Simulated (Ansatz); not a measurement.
# GaP: zone-centre modes

The calculation used DFT PBE, scalar-relativistic, plane waves, PAW in Ansatz 0.2.0. Cutoff 420 eV, Γ-centred 8×8×8 k-points, Gaussian smearing of 0.05 eV. No spin polarisation.

Reference structure (relaxed at this level):

```
Ga P
1.0
     0.00000    2.75254    2.75254
     2.75254    0.00000    2.75254
     2.75254    2.75254    0.00000
Ga P
1 1
Direct
  0.00000 0.00000 0.00000
  0.75000 0.75000 0.75000
```

Harmonic modes by finite displacements of 0.02 Å, without the LO–TO term.

Task: At this geometry, is the structure stable against these modes?

Result: Yes: no mode is imaginary beyond 10 cm⁻¹, and only the three translations lie near zero.

Task: List the wavenumbers in cm⁻¹.

Result: 0, 0, 0, 345, 345, 345.

Cost: 1 run of about 0.2 core-minutes, on Intel Xeon Platinum 8488C (Sapphire Rapids) (shared hosts).